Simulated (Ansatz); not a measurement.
A run of Ansatz 0.2.0 is set up as follows.

File input.yaml:

```yaml
crystal:
  lattice:
    - [3.2305756168, 0.0, 0.0]
    - [-1.6152878084, 2.797760553, 0.0]
    - [0.0, 0.0, 10.790562]
  atoms:
    - { symbol: Sn, position: [0.0, 0.0, 0.0] }
    - { symbol: Sn, position: [0.0, 0.0, 0.5] }
    - { symbol: O, position: [0.3333333333, 0.6666666667, 0.905862] }
    - { symbol: O, position: [0.3333333333, 0.6666666667, 0.594138] }
    - { symbol: O, position: [0.6666666667, 0.3333333333, 0.094138] }
    - { symbol: O, position: [0.6666666667, 0.3333333333, 0.405862] }
hamiltonian:
  xc: pbesol
  pseudopotentials: { kind: paw }
kpoints:
  mp_grid: { grid: [7, 7, 3] }
  band_path:
    path:
      - [[0.0, 0.0, 0.0], [0.5, 0.0, 0.0], [0.3333333333, 0.3333333333, 0.0], [0.0, 0.0, 0.0], [0.0, 0.0, 0.5], [0.5, 0.0, 0.5], [0.3333333333, 0.3333333333, 0.5], [0.0, 0.0, 0.5]]
      - [[0.5, 0.0, 0.5], [0.5, 0.0, 0.0]]
      - [[0.3333333333, 0.3333333333, 0.0], [0.3333333333, 0.3333333333, 0.5]]
    npoints: 14
scf:
  occupations: { method: fermi_dirac, width: 0.05 }
  n_extra_bands: 15
output:
  forces: true
  stress: true
  eigenvalues: true
  fatbands: true
```

Potentials or basis: Ansatz PAW.

Launch:

```bash
$ ansatz run input.yaml --threads 2 --pin off --max-ram 5632MiB --backend cpu --events-out ev --progress --plain --runs-dir out
```

Predict the pressure.

-4.3 GPa.

What does it give for the band gap on the k mesh?

2.08 eV, indirect (least direct gap 2.47 eV).

Estimate the largest force.

0.382 eV/Å.

Predict the band gap along the path.

2.06 eV, indirect (least direct gap 2.47 eV).

Forces on the atoms (eV/Å):
```
Sn   0.000  0.000  0.000
Sn   0.000  0.000  0.000
O    0.000  0.000  0.382
O    0.000  0.000 -0.382
O    0.000  0.000 -0.382
O    0.000  0.000  0.382
```

Caveat: the pressure holds a Pulay correction of +0.7 GPa for the finite cutoff; spin-orbit coupling is left out, which moves the levels of the heavy elements; the PAW data sets come from PBE, with cores solved anew for the run's functional, which leaves a small shift of forces and pressure. Expect the measured gap to be larger: semilocal functionals such as PBEsol lack the derivative discontinuity.
